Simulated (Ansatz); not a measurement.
**Quasi-harmonic thermodynamics of BeS (F-43m)**

Wanted: α(T), C_P(T) and B(T) of BeS in the quasi-harmonic approximation.

Experimental results on record:
- heat capacity C_P per formula unit 34.2 J/mol/K and bulk modulus 105 GPa near room temperature (given in “High-Throughput Prediction of Finite-Temperature Properties using the Quasi-Harmonic Approximation”, 2016, arXiv:1603.06924)

Main program and level: Ansatz 0.2.0; DFT PBE+D3(BJ), scalar-relativistic, plane waves, PAW.

The database entry behind the starting cell differs from later determinations by our own check (0.1 to 0.3 % short, probably kX units), so it need not match the best structure at ambient conditions.

### 1. Set-up

It takes space group F-43m (No. 216, cubic). The conventional cell has a = 4.850 Å, b = 4.850 Å, c = 4.850 Å, α = 90.00°, β = 90.00°, γ = 90.00°. Nearest to Be lie 4 S at 2.10 Å. Nearest to S lie 4 Be at 2.10 Å. Farther neighbours and most contacts between anions are not listed.

### 2. A first coarse run

Before spending time, one coarse run tells the gap and the pressure of the starting cell.

Contents of input.yaml:

```yaml
crystal:
  lattice:
    - [0.0, 2.425, 2.425]
    - [2.425, 0.0, 2.425]
    - [2.425, 2.425, 0.0]
  atoms:
    - { symbol: Be, position: [0.0, 0.0, 0.0] }
    - { symbol: S, position: [0.25, 0.25, 0.25] }
kpoints:
  mp_grid: { grid: [6, 6, 6] }
hamiltonian:
  xc: pbe
  dispersion: d3bj
scf:
  occupations: { method: gaussian, width: 0.1 }
output:
  forces: true
  stress: true
  eigenvalues: true
```

Command:

```console
> ansatz run input.yaml --threads 4 --pin off --max-ram 8192MiB --backend cpu --events-out ev --progress --plain --runs-dir out
```

Numbers of over 12 decimals in the logs are rounded to 6 here.

What it wrote:

```text
Engine: ansatz 0.2.0, aarch64-unknown-linux-gnu
Pseudopotentials: kind: paw
Pseudopotential: Be, paw, valence charge 2, recommended cutoff 420 eV (normal), Be.paw.azcp
Pseudopotential: S, paw, valence charge 6, recommended cutoff 420 eV (normal), S.paw.azcp
Functional definition: PBE
  parameter kappa = 0.804
  parameter beta = 0.066725
  exchange = pbe_x(kappa = kappa, mu = beta*pi^2/3)
  correlation = pbe_c(beta = beta)
Crystal: 2 atoms, lattice volume = 28.521 Å³
Basis set: ecut = 420 eV, 537 PW (Γ), exchange–correlation on 48×48×48 points (8 copies of the dense FFT grid, shifted against one another)
Bands: 8, of which v1, the nominal top of the filled ones, is band 4 counted from 1 (3 counted from 0)
Symmetry: 24 space group operations
Space group: F-43m (ITA 216), of the structure as read, at distance tolerance 3.1e-5 Å
k-points: 16 of 216 (time reversal used)
Non-local potential: Be, projectors of the file, l = 0: 2, l = 1: 2, l = 2: 1
Non-local potential: S, projectors of the file, l = 0: 2, l = 1: 2, l = 2: 2
PAW form: soft (Blöchl's): semilocal exchange-correlation on the pseudo side does not see the compensation charge
PAW one-centre angular grid: Be, 110 points (default); XC on 64 Gauss nodes
PAW one-centre angular grid: S, 110 points (default); XC on 64 Gauss nodes
Initial density: superposition of atomic densities (neutral atoms: chi_scale 0, normalization atom), corrected by the library's trained network
Initial wavefunctions: pseudopotential atomic-orbital guess
Functional: x = pbe(κ = 0.804, μ = 0.219515), c = pbe(β = 0.066725)
SCF iter   1: F=—  HF=-997.563797 eV  |F-HF|=—  |Δ(HF+E_count)|=         —  Δρ=7.33e-4  dr2=1.46e-4  ethr=1.77e-3  ⟨swp⟩=5.2  Hψ=1047  notcnv=0
preconditioner: auto → none  [insulator: Δε(μ)=3.109 eV  Ē_g=12.793 eV  σ=0.100 eV  W_gap=1.00  n_scr=0 (ndim 8)  ℏωp=19.7 eV  f_vac=0.000  D(μ)=0.00/eV (n_scr^D=0)  ε∞_Penn≈3.4]
SCF iter   2: F=—  HF=-997.563374 eV  |F-HF|=—  |Δ(HF+E_count)|=   4.22e-4  Δρ=4.39e-4  dr2=4.72e-5  ethr=1.82e-6  ⟨swp⟩=2.3  Hψ=317  notcnv=0
SCF iter   3: F=—  HF=-997.563414 eV  |F-HF|=—  |Δ(HF+E_count)|=   3.96e-5  Δρ=1.68e-4  dr2=3.18e-6  ethr=5.90e-7  ⟨swp⟩=2.2  Hψ=183  notcnv=0
SCF iter   4: F=—  HF=-997.563443 eV  |F-HF|=—  |Δ(HF+E_count)|=   2.91e-5  Δρ=5.78e-5  dr2=5.45e-7  ethr=3.97e-8  ⟨swp⟩=2.4  Hψ=186  notcnv=0
iter 5 did not close the SCF: its close was put off for the readings that it lacked (scf_convergence_deferred on its scf_iter line)
SCF iter   5: F=-997.563448 eV  HF=-997.563448 eV  |F-HF|=4.22e-8  |Δ(HF+E_count)|=   4.67e-6  Δρ=1.61e-5  dr2=8.36e-8  ethr=6.81e-9  ⟨swp⟩=2.5  Hψ=193  notcnv=0
SCF iter   6: F=-997.563448 eV  HF=-997.563448 eV  |F-HF|=1.10e-9  |Δ(HF+E_count)|=   7.08e-8  Δρ=2.69e-6  dr2=2.50e-9  ethr=1.05e-9  ⟨swp⟩=2.2  Hψ=461  notcnv=0
SCF 1 converged in 6 iterations: F = -997.563448 eV  dr2 = 2.50e-9
  greatest PAW one-centre occupation: 0.849 electrons in one spin orbital (limit 2), on the S atom at site 1 (counted from 0), in its partial waves of l = 0
SCF converged after 6 iterations
Free energy (F): -997.563448 eV
Harris-Foulkes:  -997.563448 eV  (|F-HF|=1.10e-9)
Internal energy: -997.563448 eV  (E = F + TS)
E sigma→0 (E₀):  -997.563448 eV
Fermi energy:    6.896060 eV
--- Per-component energies (eV) ---
  E_band       = 1.506428
  E_kinetic    = 128.379416
  E_local      = -115.677071  (includes V_loc(G=0)·N_el)
  E_nonlocal   = 32.782271
  E_hartree    = 35.649793
  E_xc         = -117.326546
  E_vxc        = -108.855831  (∫ρ·V_xc dr)
  E_paw        = -659.948053  (= ΣΔE_a)
  E_vpaw       = -6.421682  (= ΣTr[D̂ρ^β])
  E_aug_tail   = 0.000001  (compensation charges beyond the density's cutoff)
  E_ewald      = -300.820390
  E_disp       = -0.602868  (pairwise vdW)
  E_smearing   = -0.000000  (= −TS)
  E_closure    = -0.000000  (closes the sum)
  Σ components = -997.563448   (vs F -997.563448, Δ=0.00e0)
--- Forces (eV/Å), atoms counted from 1 ---
  atom   1  Be     0.00000000    -0.00000000    -0.00000000
  atom   2  S      0.00000000    -0.00000000     0.00000000
  max |Σ_I F_I| component: 3.54e-16 eV/Å
--- Stress (GPa, compression-positive) ---
       -1.991950       0.000000       0.000000
       -0.000000      -1.991950       0.000000
        0.000000       0.000000      -1.991950
  P = ⅓ Tr σ = -1.9920 GPa (-19.920 kbar)
--- Band table (eV; the first three rows and the last of 16) ---
  k-point 0: bands = ["-8.3501", "5.3417", "5.3417", "5.3417", "10.9922", "10.9922", "10.9922", "11.2289"]
  k-point 1: bands = ["-8.0395", "3.4529", "5.0156", "5.0156", "10.9207", "11.5556", "11.5556", "13.2017"]
  k-point 2: bands = ["-7.2645", "0.7821", "4.5123", "4.5123", "10.8474", "11.9778", "11.9778", "15.7373"]
  k-point 15: bands = ["-6.1562", "0.7428", "1.9243", "2.1509", "10.4835", "11.9839", "15.3478", "15.7699"]
```

Wall time 0.26 s (4 threads of Arm Neoverse V2, shared host); peak memory 0.25 GiB.

In the SCF lines HF is the Harris–Foulkes energy and dr2 the Hartree energy of the density residual, in eV; the loop may stop once dr2 is under the threshold and the program's other checks hold. Hψ counts applications of the Hamiltonian.

A gap read on the k-mesh alone can miss the band edges.

Numbers from this step:

| Quantity | Value |
| --- | --- |
| pressure | -1.992 GPa |
| gap on the k-mesh | 3.109 eV |
| volume per atom | 14.26 Å³ |

The start is under -2.0 GPa at this level and looks like an insulator or semiconductor on this mesh.

### 3. Finding the static equilibrium

The vibrations must be taken about the equilibrium of this functional, not about the starting cell, so the structure is relaxed.

input.yaml, the sections that differ from step 2:

```yaml
kpoints:
  mp_grid: { grid: [8, 8, 8] }
scf:
  occupations: { method: gaussian, width: 0.02 }
relax:
  adjacent_minimum: "off"
  f_tol: 0.005
  max_steps: 80
  cell: { stress_tol: 0.05 }
# crystal, hamiltonian, output: as in step 2
```

What it wrote:

```text
[...]
Crystal: 2 atoms, lattice volume = 28.521 Å³
Basis set: ecut = 420 eV, 537 PW (Γ), exchange–correlation on 48×48×48 points (8 copies of the dense FFT grid, shifted against one another)
Bands: 8, of which v1, the nominal top of the filled ones, is band 4 counted from 1 (3 counted from 0)
Symmetry: 24 space group operations
[...]
k-points: 29 of 512 (time reversal used)
[...]
SCF iter   1: F=—  HF=-997.566514 eV  |F-HF|=—  |Δ(HF+E_count)|=         —  Δρ=7.58e-4  dr2=1.58e-4  ethr=1.77e-3  ⟨swp⟩=5.6  Hψ=1930  notcnv=0
[...]
SCF iter   6: F=-997.566127 eV  HF=-997.566127 eV  |F-HF|=4.93e-10  |Δ(HF+E_count)|=   1.04e-8  Δρ=1.58e-6  dr2=8.49e-10  ethr=6.11e-10  ⟨swp⟩=2.1  Hψ=824  notcnv=0
SCF 1 converged in 6 iterations: F = -997.566127 eV  dr2 = 8.49e-10
[...]
relax step   1: F+E_penalty+E_count = -997.56612669 eV  Δ(F+E_penalty+E_count) = +0.000e0 eV  max|allowed force component| = 1.752e-16 eV/Å  Δτ_max = 0.0000 Å  P = -2.030 GPa  Ω = 28.521 Å³  (6 SCF iters, dr2 threshold 1.00e-7 eV, accepted)
Crystal: 2 atoms, lattice volume = 28.174 Å³
[...]
iter 1 solved again at ethr=4.54e-6 eV; its pass at ethr=3.10e-3 eV (dr2=3.63e-4 eV) is discarded
[...]
SCF iter   4: F=-997.569305 eV  HF=-997.569305 eV  |F-HF|=8.79e-8  |Δ(HF+E_count)|=   7.72e-8  Δρ=2.22e-5  dr2=8.73e-8  ethr=2.50e-9  ⟨swp⟩=5.5  Hψ=1209  notcnv=0
SCF 2 converged in 4 iterations: F = -997.569305 eV  dr2 = 8.73e-8
relax step   2: F+E_penalty+E_count = -997.56930520 eV  Δ(F+E_penalty+E_count) = -3.179e-3 eV  max|allowed force component| = 4.742e-17 eV/Å  Δτ_max = 0.0000 Å  P = -0.873 GPa  Ω = 28.174 Å³  energy of the carried Pulay correction = +2.331e-5 eV  (4 SCF iters, dr2 threshold 2.00e-7 eV, accepted)
Crystal: 2 atoms, lattice volume = 27.918 Å³
[...]
SCF iter   4: F=-997.570007 eV  HF=-997.570007 eV  |F-HF|=5.33e-8  |Δ(HF+E_count)|=   8.91e-8  Δρ=1.70e-5  dr2=5.16e-8  ethr=2.50e-9  ⟨swp⟩=5.1  Hψ=1195  notcnv=0
SCF 3 converged in 4 iterations: F = -997.570007 eV  dr2 = 5.16e-8
[...]
relax step   3: F+E_penalty+E_count = -997.57000690 eV  Δ(F+E_penalty+E_count) = -7.017e-4 eV  max|allowed force component| = 9.483e-17 eV/Å  Δτ_max = 0.0000 Å  P = +0.025 GPa  Ω = 27.918 Å³  energy of the carried Pulay correction = +4.071e-5 eV  (4 SCF iters, dr2 threshold 2.00e-7 eV, accepted)
[...]
SCF iter   1: F=—  HF=-997.569947 eV  |F-HF|=—  |Δ(HF+E_count)|=         —  Δρ=1.96e-5  dr2=5.92e-8  ethr=8.17e-7  ⟨swp⟩=2.4  Hψ=2556  notcnv=0
eigensolver tolerance schedule: the retry pair's looser diagonalisation over-reported the residual by 1102.64 of it (diagonalisation noise at 0.41 of the residual, at the tolerance the schedule requests for it); recorded, not acted on — ethr = c·dr2/N_el stays at c = 1.0e-1
[...]
SCF iter   2: F=—  HF=-997.569970 eV  |F-HF|=—  |Δ(HF+E_count)|=   2.24e-5  Δρ=1.01e-5  dr2=1.47e-8  ethr=7.40e-10  ⟨swp⟩=2.0  Hψ=346  notcnv=0
[...]
SCF iter   4: F=-997.569970 eV  HF=-997.569970 eV  |F-HF|=1.76e-11  |Δ(HF+E_count)|=  5.16e-10  Δρ=2.92e-7  dr2=1.35e-11  ethr=1.00e-12  ⟨swp⟩=4.9  Hψ=1085  notcnv=0
SCF 4 converged in 4 iterations: F = -997.569970 eV  dr2 = 1.35e-11
relax step   4: F+E_penalty+E_count = -997.56996967 eV  Δ(F+E_penalty+E_count) = +3.723e-5 eV  max|allowed force component| = 6.129e-17 eV/Å  Δτ_max = 0.0000 Å  P = +0.023 GPa  Ω = 27.918 Å³  stress off target by 2.29e-2 GPa  SCF on the basis re-selected at this cell (its energy is not comparable with the rows above)  (4 SCF iters)
basis re-selected at this cell: Δ(F+E_penalty+E_count) = +3.723e-5 eV, ΔP = -0.002 GPa vs the last step (what re-selecting the basis moved, of the pressure what is left beyond the Pulay correction that the steps carried, after the strain that the cell walked since its last selection, with what the two solves' SCF thresholds leave and, on support functions, any second-order correction that the steps lacked; it is no m [...]
SCF converged after 4 iterations
Free energy (F): -997.569970 eV
[...]
Internal energy: -997.569970 eV  (E = F + TS)
E sigma→0 (E₀):  -997.569970 eV
Fermi energy:    7.118919 eV
[...]
--- Stress (GPa, compression-positive) ---
        0.022891      -0.000000      -0.000000
       -0.000000       0.022891       0.000000
       -0.000000       0.000000       0.022891
  P = ⅓ Tr σ = 0.0229 GPa (0.229 kbar)
--- Band table (eV; the first three rows and the last of 29) ---
[...]
--- Relaxed structure (3 steps of the walk, 3 accepted, 1 SCFs on fresh bases) ---
  F+E_penalty+E_count = -997.56996967 eV   max|allowed force component| = 6.129e-17 eV/Å   (the final SCF, on the basis selected at the relaxed cell)
  cell:  # Å, volume = 27.9183 Å³
    - [0, 2.407797, 2.407797]
    - [2.407797, 0, 2.407797]
    - [2.407797, 2.407797, 0]
  atoms:
    - { symbol: Be, position: [0, 0, 0] }
    - { symbol: S, position: [0.25, 0.25, 0.25] }
```

The job ended after 1.2 s (4 threads; peak memory 0.28 GiB).

Relaxation path:

```tsv
step	energy less that of the first step (eV)	largest force component (eV/Å)	pressure (GPa)	volume (Å³)
1	0.0000	0.0000	-2.03	28.52
2	-0.0032	0.0000	-0.87	28.17
3	-0.0039	0.0000	0.03	27.92
4*	-0.0038	0.0000	0.02	27.92
```

Relaxation steps marked * repeat the geometry before them on a plane-wave basis chosen anew for their cell, so energy and pressure can jump there.

The run keeps the 24 symmetry operations that it works with, so distortions that break them were not tested.

```tsv
conventional cell, symmetrised	before	after	change
a (Å)	4.850	4.816	-0.7 %
b (Å)	4.850	4.816	-0.7 %
c (Å)	4.850	4.816	-0.7 %
volume (Å³/atom)	14.26	13.96	-2.1 %
```

The relaxed structure:

```
Be S
1.0
     0.00000    2.40780    2.40780
     2.40780    0.00000    2.40780
     2.40780    2.40780    0.00000
Be S
1 1
Direct
  0.00000 0.00000 0.00000
  0.25000 0.25000 0.25000
```

This step gave:

* pressure: 0.02289 GPa
* gap on the k-mesh: 3.061 eV
* volume per atom: 13.96 Å³

The relaxation ends with a pressure of 0.02 GPa.

### 4. Tight relaxation

The thresholds are tightened for a last relaxation ahead of the phonons, and where mesh or smearing change with them the cell follows.

input.yaml, the sections that differ from step 3:

```yaml
crystal:
  lattice:
    - [0.0, 2.4077966045, 2.4077966045]
    - [2.4077966045, 0.0, 2.4077966045]
    - [2.4077966045, 2.4077966045, 0.0]
  atoms:
    - { symbol: Be, position: [0.0, 0.0, 0.0] }
    - { symbol: S, position: [0.25, 0.25, 0.25] }
scf:
  occupations: { method: fixed }
relax:
  adjacent_minimum: "off"
  f_tol: 0.001
  max_steps: 60
  cell: { stress_tol: 0.01 }
# kpoints, hamiltonian, output: as in step 3
```

What it wrote:

```text
[...]
Crystal: 2 atoms, lattice volume = 27.918 Å³
Basis set: ecut = 420 eV, 537 PW (Γ), exchange–correlation on 48×48×48 points (8 copies of the dense FFT grid, shifted against one another)
Bands: 8, of which v1, the nominal top of the filled ones, is band 4 counted from 1 (3 counted from 0)
Symmetry: 24 space group operations
[...]
k-points: 29 of 512 (time reversal used)
[...]
-0.000000       0.000000       0.009836
  P = ⅓ Tr σ = 0.0098 GPa (0.098 kbar)
--- Band table (eV; the first three rows and the last of 29) ---
[...]
--- Relaxed structure (2 steps of the walk, 2 accepted, 1 SCFs on fresh bases) ---
[...]
cell:  # Å, volume = 27.9220 Å³
    - [0, 2.407901, 2.407901]
    - [2.407901, 0, 2.407901]
    - [2.407901, 2.407901, 0]
  atoms:
    - { symbol: Be, position: [0, 0, 0] }
    - { symbol: S, position: [0.25, 0.25, 0.25] }
[key lines of the parts left out:]
SCF converged after 6 iterations
Free energy (F): -997.569970 eV
Fermi energy:    5.586999 eV
```

It took 0.88 s on 4 threads; peak memory 0.28 GiB.

Little changed from the start: no atom moved by 0.005 Å and no cell edge by 0.1 %.

Numbers from this step:

| Item | Value |
| --- | --- |
| pressure | 0.009836 GPa |

The residual pressure is 0.0098 GPa, small enough for phonons.

[end of part 1 of 2]

[Logs are printed without paths, hosts, clocks, repeated set-up lines and the standing remarks that a program may print on its own settings, such as how far it seeks lower states.]

[Hosts, paths, dates, database ids (printed as entryN), source tags and the programs' standing remarks are cut or masked in the printed files.]

[A step with changed settings may run another functional than the one named; its input shows which.]
